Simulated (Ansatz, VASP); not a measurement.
## C: VASP beside Ansatz

```xyz
2
Lattice="1.7195 0.0000 0.0000 -0.8597 1.4891 0.0000 0.0000 0.0000 8.1984" Properties=species:S:1:pos:R:3 pbc="T T T"
C     0.0000    0.9927    2.0496
C     0.8597    0.4964    6.1488
```

Alike in both runs: functional PBE; k mesh 17 × 17 × 9; occupations fermi-dirac, width 0.1 eV; no spin polarisation.

Ansatz relaxed the structure, and its values are those at the end. VASP's run is a single point on that final structure, the one shown.

|  | VASP | Ansatz |
| --- | --- | --- |
| version | VASP 6.6.1 | Ansatz 0.2.0 |
| potentials or method | VASP PAW PBE potentials, release 64 (C) | plane waves (420 eV) with PAW, scalar-relativistic |
| plane-wave cutoff (eV) | 520 | 420 |
| valence electrons in the cell | 8 | 8 |

|  | VASP | Ansatz | Ansatz less VASP |
| --- | --- | --- | --- |
| pressure (GPa) | -0.1 | 0.0 | +0.11 |

With one functional, cell and mesh, what is left measures potentials, basis and numerics.

Caveats: this functional lacks dispersion, which binds the layers, so the pressure and a relaxed spacing across them are unreliable.
